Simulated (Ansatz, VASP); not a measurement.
Two plane-wave programs on InP

```
CELL_PARAMETERS angstrom
0.00000 2.94729 2.94729
2.94729 0.00000 2.94729
2.94729 2.94729 0.00000
ATOMIC_POSITIONS crystal
In 0.00000 0.00000 0.00000
P 0.25000 0.25000 0.25000
```

Alike in both runs: functional PBE; dispersion D3(BJ); k mesh 10 × 10 × 10; occupations gaussian, width 0.02 eV; no spin polarisation.

Ansatz relaxed the structure, and its values are those at the end. VASP's run is a single point on that final structure, the one shown.

```csv
,VASP,Ansatz
version,VASP 6.6.1,Ansatz 0.2.0
potentials or method,"VASP PAW PBE potentials, release 64 (In_d, P)","scalar-relativistic, plane waves, PAW"
plane-wave cutoff (eV),520,420
valence electrons in the cell,18,18
```

VASP gave:

```
gap on the k mesh at the Fermi level (eV) : 0.62
least direct gap on the mesh (eV)         : 0.62
pressure (GPa)                            : -0.1
```

Q: What did Ansatz give for the same quantities?

A: gap on the k mesh at the Fermi level (eV): 0.62; least direct gap on the mesh (eV): 0.62; pressure (GPa): 0.0.

Caveats: spin-orbit coupling is left out, which moves the levels of the heavy elements.
